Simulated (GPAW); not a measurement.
# Ge (I4_1/amd) in GPAW: convergence with k mesh

Aim: find how far k mesh must go before the results for Ge settle, at PBE. This setting moves, with any that are tied to it; all else stays.

Program: GPAW 26.7.0. These are calculated values, not measurements. Logs are shortened: lines on timing, memory, paths and dates and some standing lists are left out, and cuts for length are marked. The log counts tension as positive stress, the text compression.

## 1. Starting point

It takes space group I4_1/amd (No. 141, tetragonal). The conventional cell has a = 5.149 Å, b = 5.149 Å, c = 2.795 Å, α = 90.00°, β = 90.00°, γ = 90.00°. Ge (site symmetry -4m2) is surrounded by 6 Ge at 2.67 to 2.79 Å.

This isn't the form of Ge at room conditions, which is diamond.

## 2. With k mesh 3 × 3 × 3

The input, run.py:

```python
from ase.dft.bandgap import bandgap
from ase.io import read, write
from ase.units import GPa
from gpaw import GPAW, PW

atoms = read('Ge.xyz')

calc = GPAW(mode=PW(600),
            xc='PBE',
            kpts={'size': (3, 3, 3), 'gamma': True},
            occupations={'name': 'fermi-dirac', 'width': 0.05},
            nbands=11,
            convergence={'density': 1e-05, 'energy': 1e-05},
            maxiter=100,
            txt='gpaw.txt')
atoms.calc = calc
energy = atoms.get_potential_energy()
forces = atoms.get_forces()
stress = atoms.get_stress()
calc.write('gs.gpw')
write('result.traj', atoms)
print(f'Energy: {energy:.6f} eV')
print('Forces (eV/A):')
print(forces.round(4))
print('Stress (GPa):', (stress / GPa).round(3))
print('Fermi level:', round(calc.get_fermi_level(), 4), 'eV')
print(f'Gap: {bandgap(calc)[0]:.4f} eV, direct: {bandgap(calc, direct=True)[0]:.4f} eV')
```

The input, Ge.xyz:

```xyz
2
Lattice="-2.5744897190 2.5744897190 1.3974126432 2.5744897190 -2.5744897190 1.3974126432 2.5744897190 2.5744897190 -1.3974126432" Properties=species:S:1:pos:R:3 pbc="T T T"
Ge     0.0000000000      0.0000000000      1.3974126432
Ge     2.5744897190      0.0000000000      0.6987063216
```

Potentials or basis: GPAW PAW data sets (gpaw-data 1.2.1), pw.

Launch:

```bash
$ OMP_NUM_THREADS=1 python run.py
```

It took 3.6 s on 1 thread of Arm Neoverse V1, shared host; peak memory 0.13 GiB.

What came out:

| Item | Value |
| --- | --- |
| Free energy | -8.2106 eV |
| Pressure | 0.6 GPa |
| Band gap on the k mesh | none (metal or under the smearing width) |

## 3. With k mesh 4 × 4 × 4

Changes to run.py since step 2:

```diff
@@ -9,3 +9,3 @@
             xc='PBE',
-            kpts={'size': (3, 3, 3), 'gamma': True},
+            kpts={'size': (4, 4, 4), 'gamma': True},
             occupations={'name': 'fermi-dirac', 'width': 0.05},
```

Ge.xyz is that of step 2.

Potentials or basis: GPAW PAW data sets (gpaw-data 1.2.1), pw.

Launch:

```bash
$ OMP_NUM_THREADS=1 python run.py
```

It took 5.4 s on 1 thread of Arm Neoverse V1, shared host; peak memory 0.13 GiB.

Results:

```
Free energy            : -8.4870 eV
Pressure               : 2.8 GPa
Band gap on the k mesh : none (metal or under the smearing width)
```

## 4. With k mesh 5 × 5 × 5

Changes to run.py since step 3:

```diff
@@ -9,3 +9,3 @@
             xc='PBE',
-            kpts={'size': (4, 4, 4), 'gamma': True},
+            kpts={'size': (5, 5, 5), 'gamma': True},
             occupations={'name': 'fermi-dirac', 'width': 0.05},
```

Ge.xyz is that of step 3.

Launch:

```bash
$ OMP_NUM_THREADS=1 python run.py
```

Wall time 6.3 s (1 thread of Arm Neoverse V1, shared host); peak memory 0.14 GiB.

Results:

| Quantity | Value |
| --- | --- |
| Free energy | -8.5788 eV |
| Pressure | 3.7 GPa |
| Band gap on the k mesh | none (metal or under the smearing width) |

## 5. With k mesh 6 × 6 × 6

Changes to run.py since step 4:

```diff
@@ -9,3 +9,3 @@
             xc='PBE',
-            kpts={'size': (5, 5, 5), 'gamma': True},
+            kpts={'size': (6, 6, 6), 'gamma': True},
             occupations={'name': 'fermi-dirac', 'width': 0.05},
```

Ge.xyz is that of step 4.

Launch:

```bash
$ OMP_NUM_THREADS=1 python run.py
```

Wall time 9.8 s (1 thread of Arm Neoverse V1, shared host); peak memory 0.14 GiB.

Results (log left out):

```
Free energy            : -8.5696 eV
Pressure               : 2.8 GPa
Band gap on the k mesh : none (metal or under the smearing width)
```

## 6. With k mesh 7 × 7 × 7

Changes to run.py since step 5:

```diff
@@ -9,3 +9,3 @@
             xc='PBE',
-            kpts={'size': (6, 6, 6), 'gamma': True},
+            kpts={'size': (7, 7, 7), 'gamma': True},
             occupations={'name': 'fermi-dirac', 'width': 0.05},
```

Ge.xyz is that of step 5.

Potentials or basis: GPAW PAW data sets (gpaw-data 1.2.1), pw.

Launch:

```bash
$ OMP_NUM_THREADS=1 python run.py
```

It took 12 s on 1 thread of Arm Neoverse V1, shared host; peak memory 0.15 GiB.

The run converged. Its results:

* Free energy: -8.6212 eV
* Pressure: 2.6 GPa
* Band gap on the k mesh: none (metal or under the smearing width)

## 7. With k mesh 8 × 8 × 8

Changes to run.py since step 6:

```diff
@@ -9,3 +9,3 @@
             xc='PBE',
-            kpts={'size': (7, 7, 7), 'gamma': True},
+            kpts={'size': (8, 8, 8), 'gamma': True},
             occupations={'name': 'fermi-dirac', 'width': 0.05},
```

Ge.xyz is that of step 6.

Launch:

```bash
$ OMP_NUM_THREADS=1 python run.py
```

Run time: 16 s. Hardware: 1 thread of Arm Neoverse V1, shared host; peak memory 0.16 GiB.

It converged, with:

- Free energy: -8.5628 eV
- Pressure: 2.9 GPa
- Band gap on the k mesh: none (metal or under the smearing width)

## 8. With k mesh 10 × 10 × 10

Changes to run.py since step 7:

```diff
@@ -9,3 +9,3 @@
             xc='PBE',
-            kpts={'size': (8, 8, 8), 'gamma': True},
+            kpts={'size': (10, 10, 10), 'gamma': True},
             occupations={'name': 'fermi-dirac', 'width': 0.05},
```

Ge.xyz is that of step 7.

Launch:

```bash
$ OMP_NUM_THREADS=1 python run.py
```

Wall time 28 s (1 thread of Arm Neoverse V1, shared host); peak memory 0.18 GiB.

The run converged. Its results:

- Free energy: -8.5805 eV
- Pressure: 2.9 GPa
- Band gap on the k mesh: none (metal or under the smearing width)

## 9. With k mesh 12 × 12 × 12

Changes to run.py since step 8:

```diff
@@ -9,3 +9,3 @@
             xc='PBE',
-            kpts={'size': (10, 10, 10), 'gamma': True},
+            kpts={'size': (12, 12, 12), 'gamma': True},
             occupations={'name': 'fermi-dirac', 'width': 0.05},
```

Ge.xyz is that of step 8.

Potentials or basis: GPAW PAW data sets (gpaw-data 1.2.1), pw.

Launch:

```bash
$ OMP_NUM_THREADS=1 python run.py
```

Wall time 41 s (1 thread of Arm Neoverse V1, shared host); peak memory 0.2 GiB.

It converged, with:

- Free energy: -8.5849 eV
- Pressure: 2.9 GPa
- Band gap on the k mesh: none (metal or under the smearing width)

## 10. With k mesh 14 × 14 × 14

Changes to run.py since step 9:

```diff
@@ -9,3 +9,3 @@
             xc='PBE',
-            kpts={'size': (12, 12, 12), 'gamma': True},
+            kpts={'size': (14, 14, 14), 'gamma': True},
             occupations={'name': 'fermi-dirac', 'width': 0.05},
```

Ge.xyz is that of step 9.

Potentials or basis: GPAW PAW data sets (gpaw-data 1.2.1), pw.

Launch:

```bash
$ OMP_NUM_THREADS=1 python run.py
```

gpaw.txt:

```text
__  _  _
 | _ |_)|_||  |
 |__||  | ||/\| - 26.7.0

Input parameters:
  mode=PW(ecut=600.0),
  convergence={'density': 1e-05, 'energy': 1e-05},
  kpts=MonkhorstPack(size=(14, 14, 14), gamma=True),
  maxiter=100,
  nbands=11,
  occupations=Occupations(name='fermi-dirac', width=0.05),
  xc=XC(name='PBE')

Diagonalizing LCAO Hamiltonian
Converting LCAO to pw mode

       Ge    Ge

Atoms  # Å, Bohr magnetons
|   | symbol |        x |        y |        z |    initial magnetic moments |
|---|--------|----------|----------|----------|-----------------------------|
| 0 |     Ge | 0.000000 | 0.000000 | 1.397413 | ( 0.0000,  0.0000,  0.0000) |
| 1 |     Ge | 2.574490 | 0.000000 | 0.698706 | ( 0.0000,  0.0000,  0.0000) |

Unit cell  # Å
| periodic |         x |         y |         z |  lengths |     angles |
|----------|-----------|-----------|-----------|----------|------------|
|      yes | -2.574490 |  2.574490 |  1.397413 | 3.899841 |  97.376984 |
|      yes |  2.574490 | -2.574490 |  1.397413 | 3.899841 |  97.376984 |
|      yes |  2.574490 |  2.574490 | -1.397413 | 3.899841 | 138.005201 |

Number of symmetries: 8
Symmetry operations  # r_c * U_cc + t_c -> r_c
|   | kind |            matrix            |
|---|------|------------------------------|
| 0 |  σ   |  1, 1, 1,  0, 0,-1,  0,-1, 0 |
| 1 |  E   |  1, 0, 0,  0, 1, 0,  0, 0, 1 |
| 2 |  C2  |  0, 1, 0,  1, 0, 0, -1,-1,-1 |
| 3 |  S4  |  0, 0, 1, -1,-1,-1,  0, 1, 0 |
| 4 |  σ   |  0, 0,-1,  1, 1, 1, -1, 0, 0 |
| 5 |  C2  |  0,-1, 0, -1, 0, 0,  0, 0,-1 |
| 6 |  C2  | -1, 0, 0,  0,-1, 0,  1, 1, 1 |
| 7 |  S4  | -1,-1,-1,  0, 0, 1,  1, 0, 0 |

BZ-sampling:
  Number of BZ points: 2744
  Number of IBZ points: 244

  Monkhorst-Pack size: [14, 14, 14]
  Monkhorst-Pack shift: [0.03571428571428571, 0.03571428571428571, 0.03571428571428571]

K-points  # in reciprocal-cell coordinates
|     |                                coordinates |     weight |
|-----|--------------------------------------------|------------|
|   0 | (  0.00000000,   0.00000000,   0.00000000) | 0.00036443 |
|   1 | (  0.07142857,  -0.07142857,   0.00000000) | 0.00145773 |
|   2 | (  0.07142857,  -0.07142857,   0.07142857) | 0.00145773 |
|   3 | (  0.07142857,   0.00000000,   0.00000000) | 0.00291545 |
|   4 | (  0.07142857,   0.07142857,  -0.07142857) | 0.00072886 |
|   5 | (  0.14285714,  -0.14285714,   0.00000000) | 0.00145773 |
|   6 | (  0.14285714,  -0.14285714,   0.07142857) | 0.00291545 |
|   7 | (  0.14285714,  -0.14285714,   0.14285714) | 0.00145773 |
|   8 | (  0.14285714,  -0.07142857,   0.00000000) | 0.00583090 |
|   9 | (  0.14285714,  -0.07142857,   0.07142857) | 0.00291545 |
| ... |                                            |            |
| 243 | (  0.50000000,   0.50000000,   0.50000000) | 0.00036443 |

Plane wave coefficients: 1258
Cutoff: 600.0 eV

Spin-components: 1 (collinear spins)
Bands:           11
Projectors:      10
Spin-degeneracy: 2
Datatype:        complex128

Parallelization:
  kpt:    1
  domain: 1
  band:   1

Density:
  Valence electrons: 8.0
  Components: 1
  Grid points: [24 24 24]
  Charge: 0.0  # |e|

Potential:
  Grid points: [24 24 24]

species:
  Ge:
    name:    Germanium
    Z:       32.0
    valence: 4
    core:    28
    charge:  0.0  # [|e|]
    compensation charges:
      type: gauss
      rc: 0.32  # [Å]
      lmax: 2
    cutoffs:
      filter: 1.77  # [Å]
      core: 3.42  # [Å]
    projectors
    | kind |    occ | energy [eV] | rcut [Å] |
    |------|--------|-------------|----------|
    |   4s |  2.000 |     -11.726 |    1.005 |
    |   4p |  2.000 |      -3.896 |    1.005 |
    |    s |        |      15.485 |    1.005 |
    |    p |        |      23.315 |    1.005 |
    |    d |        |       0.000 |    1.005 |

    Using partial waves for Ge as LCAO basis

Reference energy: -114195.275705  # eV

eigensolver:
  PPCG
  Converge bands: occupied
  niter=2

density mixing:
  MSR1-Mixer
  Pratt-step length: 0.05
  Maximum mixing coefficient: 0.75
  Old densities: 10
  SVD Regularization: 0.005
  Good broyden scale: 1.0
  Trust region scale: 1.0
  Backstep threshold: 4.0
  History deletion threshold: 6.0
  Fourier metric: weight=20.0, sigma=0.015

occupation numbers:
  Fermi-Dirac:
    width: 0.0500  # eV

poisson solver:
  ecut: 4800.0  # eV

xc functional:
  name: PBE with 2 nearest neighbor stencil

convergence criteria:
- Maximum integral of absolute [dens]ity change: 1e-05 electrons / valence electron
- Maximum [total energy] change in last 3 cyles: 1e-05 eV / valence electron
- Maximum integral of absolute [eigenst]ate change: 4e-08 eV^2 / valence electron
maximum number of iterations: 100

SCF iterations
|iter     | |      energy | eigst |  dens |
|---------|-|-------------|-------|-------|
|iter:   1| |   -8.575297 | -0.71 |       |
|iter:   2| |   -8.575743 | -3.09 | -1.18 |
|iter:   3| |   -8.572893 | -3.52 | -1.20 |
|iter:   4| |   -8.573123 | -4.33 | -1.71 |
|iter:   5| |   -8.573109 | -5.52 | -2.67 |
|iter:   6| |   -8.573110c| -7.25 | -3.75 |
|iter:   7| |   -8.573110c| -7.91c| -4.46 |
|iter:   8| |   -8.573110c| -8.99c| -5.23c|

Converged in 8 steps
Energy contributions relative to reference atoms: (reference = -114195.275705)

Energy contributions:
  Kinetic:          18.751520
  Coulomb:         -16.399345
  Zero:             -0.002760
  External:          0.000000
  Xc:              -10.918691
  Entropy:          -0.007666
  Spinorbit:         0.000000
  ----------------------------
  Free energy:      -8.576943
  Extrapolated:     -8.573110

dipole moment: (-3.290892, -13.538119, 4.567501)  # |e|*Ang

Fermi level: 7.986
Eigenvalues  # (at kpt = [0.000, 0.000, 0.000])
| band index |      eig [eV] | occ [0-2] |
|------------|---------------|-----------|
|          0 |        -5.295 |     2.000 |
|          1 |         3.945 |     2.000 |
|          2 |         5.668 |     2.000 |
|          3 |         5.668 |     2.000 |
|          4 |        11.275 |     0.000 |
|          5 |        15.636 |     0.000 |
|          6 |        15.636 |     0.000 |
|          7 |        16.169 |     0.000 |
|          8 |        16.393 |     0.000 |
|          9 |        19.374 |     0.000 |
|         10 |        20.293 |     0.000 |

No gap
No difference between direct/indirect transitions

Forces  # eV/Ang
|        x |       y |        z |
|----------|---------|----------|
| -0.00000 | 0.00000 | -0.00000 |  # Ge   0
|  0.00000 | 0.00000 | -0.00000 |  # Ge   1

Stress tensor  # eV/Ang^3
|         x |         y |         z |
|-----------|-----------|-----------|
| -0.014732 | -0.000000 | -0.000000 |
| -0.000000 | -0.014732 |  0.000000 |
| -0.000000 |  0.000000 | -0.025143 |

# Writing to gs.gpw (mode='')
```

Wall time 62 s (1 thread of Arm Neoverse V1, shared host); peak memory 0.24 GiB.

What came out:

```yaml
Free_energy: -8.5769 eV
Pressure: 2.9 GPa
Band_gap_on_the_k_mesh: none (metal or under the smearing width)
```

## 11. The series at a glance

```csv
k mesh,"energy less the tightest run, at zero smearing (meV/atom)",pressure (GPa),SCF cycles,CPU time (s),peak memory (GiB)
3 × 3 × 3,186.13,0.60,9,3.6,0.13
4 × 4 × 4,44.92,2.83,9,5.4,0.13
5 × 5 × 5,0.14,3.67,8,6.3,0.14
6 × 6 × 6,3.66,2.80,9,9.8,0.14
7 × 7 × 7,-22.09,2.56,8,12,0.15
8 × 8 × 8,6.90,2.91,8,16,0.16
10 × 10 × 10,-2.11,2.94,9,28,0.18
12 × 12 × 12,-4.31,2.87,8,41,0.2
14 × 14 × 14,0.00,2.92,8,62,0.24
```

Against the tightest run, the pressure stays within 0.1 GPa from 8 × 8 × 8 on. Not settled before the last step: the energy (to 1 meV/atom). Meshes of other sizes hit other points, so gaps and Fermi surfaces needn't settle smoothly. The tightest run that finished is the yardstick and may itself not be fully converged.
